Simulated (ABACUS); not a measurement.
# Na (Im-3m) in ABACUS: settings compared

One crystal, Na, is run at these levels: LDA-PW92, TASK; tasks: single point, relaxation of cell and atoms.

All numbers are computed with ABACUS 3.10.1; they aren't measurements. Logs are shortened: lines on timing, memory, paths and dates and some standing lists are left out, and cuts for length are marked.

## 1. The crystal as given

It takes space group Im-3m (No. 229, cubic). Conventional cell: a = 4.282 Å, b = 4.282 Å, c = 4.282 Å, α = 90.00°, β = 90.00°, γ = 90.00°. Around Na (site symmetry m-3m) lie 8 Na at 3.71 Å.

## 2. Single point, LDA-PW92

Input file run_abacus.py:

```python
"""ABACUS run from a structure file: ASE reads it, the script writes STRU, KPT and INPUT."""
import re
import subprocess
from ase.io import read
from ase.units import Bohr

atoms = read("Na.xyz")
atoms = atoms[(-atoms.numbers).argsort(kind="stable")]  # ABACUS lists atoms element by element
pseudo = {'Na': 'Na.upf'}
orbital = {}
magmoms = None
kmesh = [7, 7, 7]
params = {
    'suffix': 'Na',
    'calculation': 'scf',
    'basis_type': 'pw',
    'pseudo_dir': './',
    'symmetry': 1,
    'dft_functional': 'LDA_X+LDA_C_PW',
    'ecutwfc': 89,
    'pseudo_rcut': 10,
    'nspin': 1,
    'nbands': 15,
    'ks_solver': 'dav',
    'smearing_method': 'fd',
    'smearing_sigma': 0.00367493,
    'scf_thr': 1e-08,
    'scf_nmax': 100,
    'mixing_type': 'broyden',
    'mixing_beta': 0.7,
    'cal_force': 1,
    'cal_stress': 1,
    'out_chg': 1,
    'kpar': 4,
}

symbols = atoms.get_chemical_symbols()
elements = list(dict.fromkeys(symbols))
lines = ["ATOMIC_SPECIES"] + [f"{e} {atoms.get_masses()[symbols.index(e)]:.4f} {pseudo[e]}" for e in elements]
if orbital:
    lines += ["", "NUMERICAL_ORBITAL"] + [orbital[e] for e in elements]
lines += ["", "LATTICE_CONSTANT", f"{1 / Bohr:.10f}", "", "LATTICE_VECTORS"]
lines += [" ".join(f"{x:.10f}" for x in v) for v in atoms.cell]
lines += ["", "ATOMIC_POSITIONS", "Direct"]
for e in elements:
    lines += ["", e, "0.0", str(symbols.count(e))]
    for i, p in enumerate(atoms.get_scaled_positions(wrap=False)):
        if symbols[i] == e:
            mag = "" if magmoms is None else " mag " + " ".join(str(x) for x in (magmoms[i] if isinstance(magmoms[i], list) else [magmoms[i]]))
            lines.append(" ".join(f"{x:.10f}" for x in p) + " 1 1 1" + mag)
open("STRU", "w").write("\n".join(lines) + "\n")
open("KPT", "w").write("K_POINTS\n0\nGamma\n%d %d %d 0 0 0\n" % tuple(kmesh))
open("INPUT", "w").write("INPUT_PARAMETERS\n" + "".join(f"{k:<20s}{v}\n" for k, v in params.items()))

done = subprocess.run(['mpirun', '-np', '4', 'abacus'])
if done.returncode:
    raise SystemExit(done.returncode)
log = open("OUT.Na/running_scf.log").read()
print("final energy (eV):", re.findall(r"FINAL_ETOT_IS (\S+)", log))
```

Input file Na.xyz:

```xyz
1
Lattice="-2.1410000000 2.1410000000 2.1410000000 2.1410000000 -2.1410000000 2.1410000000 2.1410000000 2.1410000000 -2.1410000000" Properties=species:S:1:pos:R:3 pbc="T T T"
Na     0.0000000000      0.0000000000      0.0000000000
```

Potentials or basis: PseudoDojo NC SR 0.4.1 LDA standard, plane waves.

Started as:

```console
> OMP_NUM_THREADS=1 python run_abacus.py > log
```

running log:

```text
ABACUS v3.10.1

               Atomic-orbital Based Ab-initio Computation at UStc

 ------------------------------------------------------------------------------------

 READING GENERAL INFORMATION
                           global_out_dir = OUT.Na/
                           global_in_card = INPUT
                               pseudo_dir = ./
                              orbital_dir =
                                    DSIZE = 4
                                    GSIZE = 1

 READING UNITCELL INFORMATION
                                    ntype = 1
                  lattice constant (Bohr) = 1.88973
              lattice constant (Angstrom) = 1

 READING ATOM TYPE 1
                               atom label = Na
                      L=0, number of zeta = 1
                      L=1, number of zeta = 1
                      L=2, number of zeta = 1
             number of atom for this type = 1

                        TOTAL ATOM NUMBER = 1
DIRECT COORDINATES
    atom                   x                   y                   z     mag                  vx                  vy                  vz
taud_Na1            0.0000000000        0.0000000000        0.0000000000  0.0000        0.0000000000        0.0000000000        0.0000000000

                          Volume (Bohr^3) = 264.915
                             Volume (A^3) = 39.2563

 Lattice vectors: (Cartesian coordinate: in unit of a_0)
               -2.141              +2.141              +2.141
               +2.141              -2.141              +2.141
               +2.141              +2.141              -2.141
 Reciprocal vectors: (Cartesian coordinate: in unit of 2 pi/a_0)
                   +0           +0.233536           +0.233536
            +0.233536                  +0           +0.233536
            +0.233536           +0.233536                  +0
 The esolver type has been set to : ksdft_pw

                PAO radial cut off (Bohr) = 10

 Read in pseudopotential file is Na.upf
                     pseudopotential type = NC
          exchange-correlation functional = SLAPWNOGXNOGC
                 nonlocal core correction = 0
                        valence electrons = 9
                                     lmax = 1
                           number of zeta = 3
                     number of projectors = 4
                           L of projector = 0
                           L of projector = 0
                           L of projector = 1
                           L of projector = 1
 XC functional updated to : LDA_X+LDA_C_PW
          exchange-correlation functional = LDA_X+LDA_C_PW
     initial pseudo atomic orbital number = 5

 SETUP THE ELECTRONS NUMBER
            electron number of element Na = 9
[... 141 lines left out ...]
 Init Non-Local-Pseudopotential done.

                                     npwx = 3781

 Make real space PAO into reciprocal space.
       max mesh points in Pseudopotential = 1001
     dq(describe PAO in reciprocal space) = 0.01
                                    max q = 1136

 number of pseudo atomic orbitals for Na is 3
WARNING: norm of atomic wavefunction # 3 of atomic type Na is 0.997231, renormalized

 -------------------------------------------
 SELF-CONSISTENT
 -------------------------------------------
                                 init_chg = atomic

 PW ALGORITHM --------------- ION=   1  ELEC=   1--------------------------------
 Notice: Threshold on eigenvalues was too large.
 hsover_error=0.09 > DRHO=0.000820486
 Origin diag ethr = 0.01
 New diag ethr = 9.11651e-06

 Density error is 0.000831063169484
                          Error Threshold = 9.11651315197e-06
----------------------------------------------------------
     Energy           Rydberg                 eV
----------------------------------------------------------
 E_KohnSham     -91.2271093946       -1241.2084998355
 E_Harris       -91.4990065270       -1244.9078501059
 E_Fermi        0.0935526601         1.2728492399
----------------------------------------------------------
[... 39 lines left out ...]
 Density error is 2.00941679419e-09
                          Error Threshold = 3.60383708871e-10
----------------------------------------------------------
     Energy           Rydberg                 eV
----------------------------------------------------------
 E_KohnSham     -91.2271849734       -1241.2095281383
 E_KS(sigma->0) -91.2270045381       -1241.2070731902
 E_Harris       -91.2271688519       -1241.2093087935
 E_band         -18.0044288045       -244.9628209766
 E_one_elec     -82.4847773307       -1122.2629699584
 E_Hartree      40.9688905738        557.4103525428
 E_xc           -13.2817566266       -180.7075695705
 E_Ewald        -36.4291807194       -495.6444312560
 E_entropy(-TS) -0.0003608706        -0.0049098962
 E_descf        0.0000000000         0.0000000000
 E_exx          0.0000000000         0.0000000000
 E_Fermi        0.0903038478         1.2286468814
----------------------------------------------------------

 charge density convergence is achieved
 final etot is -1241.2095281 eV
 EFERMI = 1.2286468814 eV

 STATE ENERGY(eV) AND OCCUPATIONS    NSPIN == 1
 1/5 kpoint (Cartesian) = 0.0000 0.0000 0.0000 (3781 pws)
       1       -51.2482     0.00583090
       2       -23.7382     0.00583090
       3       -23.7382     0.00583090
       4       -23.7382     0.00583090
       5       -1.88057     0.00583090
       6        12.6094        0.00000
       7        12.6094        0.00000
       8        12.6094        0.00000
       9        13.6575        0.00000
      10        13.6575        0.00000
      11        14.1171        0.00000
      12        14.1171        0.00000
      13        14.1171        0.00000
      14        14.2552        0.00000
      15        14.2552        0.00000
[... 55 lines left out ...]
       3       -23.7423       0.139942
       4       -23.7395       0.139942
       5      -0.854272       0.139942
       6        7.89342    1.80505e-59
       7        8.42861    4.05334e-64
       8        10.4690    7.67248e-82
       9        12.3239        0.00000
      10        13.0106        0.00000
      11        14.9167        0.00000
      12        14.9966        0.00000
      13        16.9435        0.00000
      14        17.2344        0.00000
      15        19.7138        0.00000

------------------------------------------------------------------------------------------
 TOTAL-FORCE (eV/Angstrom)
------------------------------------------------------------------------------------------
                       Na1         0.0000000000         0.0000000000         0.0000000000
------------------------------------------------------------------------------------------

----------------------------------------------------------------
 TOTAL-STRESS (KBAR)
----------------------------------------------------------------
       -11.1157251693         0.0000000000         0.0000000000
         0.0000000000       -11.1157251693        -0.0000000000
        -0.0000000000        -0.0000000000       -11.1157251693
----------------------------------------------------------------
 TOTAL-PRESSURE: -11.115725 KBAR

 --------------------------------------------
 !FINAL_ETOT_IS -1241.2095281382767098 eV
 --------------------------------------------
```

INPUT:

```text
INPUT_PARAMETERS
suffix              Na
calculation         scf
basis_type          pw
pseudo_dir          ./
symmetry            1
dft_functional      LDA_X+LDA_C_PW
ecutwfc             89
pseudo_rcut         10
nspin               1
nbands              15
ks_solver           dav
smearing_method     fd
smearing_sigma      0.00367493
scf_thr             1e-08
scf_nmax            100
mixing_type         broyden
mixing_beta         0.7
cal_force           1
cal_stress          1
out_chg             1
kpar                4
```

Wall time 6.2 s (4 MPI ranks of Intel Xeon Platinum 8488C (Sapphire Rapids), shared host); peak memory 0.32 GiB.

Results:

* Free energy: -1241.2095 eV
* Pressure: -1.1 GPa
* Band gap on the k mesh: none (metal or under the smearing width)

Levels at points of the mesh, in eV from the Fermi level:
```csv
k point,band 2,band 3,band 4,band 5,band 6,band 7,band 8,band 9
"(0.00, 0.00, 0.00)",-24.97,-24.97,-24.97,-3.11,11.38,11.38,11.38,12.43
```

(Part 1 of 2 ends here.)
